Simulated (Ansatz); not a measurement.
**BeTe under changes of volume**

One of the cells (21.254 Å³/atom); the others are scaled copies at fixed shape and fractional positions:

```
Te Be
1.0
     0.00000    2.77000    2.77000
     2.77000    0.00000    2.77000
     2.77000    2.77000    0.00000
Te Be
1 1
Cartesian
  4.1550 4.1550 4.1550
  0.0000 0.0000 0.0000
```

* Program: Ansatz 0.2.0
* Functional: LDA
* Potentials or basis: Ansatz PAW
* Cutoff: 420 eV (not typed: the program's choice for these potentials)
* k mesh: 8 × 8 × 8
* Occupations: fermi-dirac, width 0.05 eV
* Spin: no spin polarisation

| volume (Å³/atom) | energy over the lowest point (meV/atom) | pressure (GPa) | gap on the mesh (eV) |
| --- | --- | --- | --- |
| 19.979 | 21.46 | 5.1 | 1.61 |
| 20.404 | 10.18 | 3.4 | 1.67 |
| 20.829 | 3.16 | 1.9 | 1.72 |
| 21.254 | 0.00 | 0.5 | 1.77 |
| 21.679 | 0.33 | -0.7 | 1.82 |
| 22.104 | 3.84 | -1.9 | 1.86 |
| 22.529 | ? | ? | ? |

**Question.** What does the run at 22.529 Å³/atom give?

**Answer.** Energy over the lowest point 10.20 meV/atom; pressure -2.9 GPa; gap on the mesh 1.91 eV.

Worked out: A Birch-Murnaghan fit of order 3 (a polynomial in V^(-2/3)) to the other rows has its minimum at 21.42 Å³/atom with B0 = V·E''(V) = 64 GPa and B' = 3.9. It gives 10.22 meV/atom at 22.529 Å³/atom, against the run's 10.20, and -dE/dV = -2.9 GPa, against -2.9. A straight line through the other rows of the gap, of slope 2.48 eV per unit of ln V, extrapolates to 1.91 eV, against the run's 1.91.

Energies are extrapolated to zero smearing.

Caveats: spin-orbit coupling is left out, which moves the levels of the heavy elements; the PAW data sets come from PBE, with cores solved anew for the run's functional, which leaves a small shift of forces and pressure.

A mesh can miss the band edges.
